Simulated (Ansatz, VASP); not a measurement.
BN in VASP and in Ansatz

Contents of INCAR:

```
SYSTEM = BN
  PREC = Accurate
  ENCUT = 520
  EDIFF = 1E-6
  ISMEAR = 0
  SIGMA = 0.05
  LREAL = .False.
  LASPH = .True.
  NELM = 100
  ALGO = Normal
  ISIF = 2
  LWAVE = .False.
  LCHARG = .False.
  GGA = PE
  IVDW = 12
  NBANDS = 16
```

Contents of KPOINTS:

```
regular mesh
0
Gamma
  12 12 4
  0 0 0
```

Contents of POSCAR:

```
BN
1.0
    2.5039917043      0.0000000000      0.0000000000
   -1.2519958522      2.1685204268      0.0000000000
    0.0000000000      0.0000000000      6.6612000000
B N
2 2
Direct
    0.2734289815      0.6067623149      0.2500000000
    0.6067623149      0.2734289815      0.7500000000
    0.3333333333      0.6666666667      0.7500000000
    0.6666666667      0.3333333333      0.2500000000
```

Input for Ansatz:

```yaml
crystal:
  lattice:
    - [2.5039917043, 0.0, 0.0]
    - [-1.2519958522, 2.1685204268, 0.0]
    - [0.0, 0.0, 6.6612]
  atoms:
    - { symbol: B, position: [0.2734289815, 0.6067623149, 0.25] }
    - { symbol: B, position: [0.6067623149, 0.2734289815, 0.75] }
    - { symbol: "N", position: [0.3333333333, 0.6666666667, 0.75] }
    - { symbol: "N", position: [0.6666666667, 0.3333333333, 0.25] }
basis:
  ecutwfc: 420
kpoints:
  mp_grid: { grid: [12, 12, 4] }
hamiltonian:
  xc: pbe
  dispersion: d3bj
scf:
  occupations: { method: gaussian, width: 0.05 }
output:
  forces: true
  stress: true
  eigenvalues: true
  write_density: true
  write_potential: true
  elf: true
  volumetric_format: npy
```

Change from the starting cell: all B atoms moved +0.150 Å, as atom 1 towards its neighbour atom 1 (B) at 2.504 Å.

Alike in both runs: task single point; functional PBE; dispersion D3(BJ); k mesh 12 × 12 × 4; occupations gaussian, width 0.05 eV; no spin polarisation.

|  | VASP | Ansatz |
| --- | --- | --- |
| version | VASP 6.6.1 | Ansatz 0.2.0 |
| potentials or method | VASP PAW PBE potentials, release 64 (B, N) | scalar-relativistic, plane waves, PAW |
| plane-wave cutoff (eV) | 520 | 420 |
| valence electrons in the cell | 16 | 16 |

|  | VASP | Ansatz | Ansatz less VASP |
| --- | --- | --- | --- |
| gap on the k mesh at the Fermi level (eV) | 3.55 | 3.56 | +0.006 |
| least direct gap on the mesh (eV) | 4.33 | 4.34 | +0.007 |
| pressure (GPa) | 9.3 | 9.3 | +0.04 |
| largest component of the traceless stress (GPa) | 9.66 | 9.57 | -0.092 |
| rms of the force components (eV/Å) | 3.750 | 3.758 | +0.0086 |

Atom by atom the forces differ by 0.009 eV/Å (rms over components).

Caveats: forces of over 1 eV/Å show positions far from the minimum, so gaps and moduli don't describe the material at rest. A k mesh can miss the band edges.
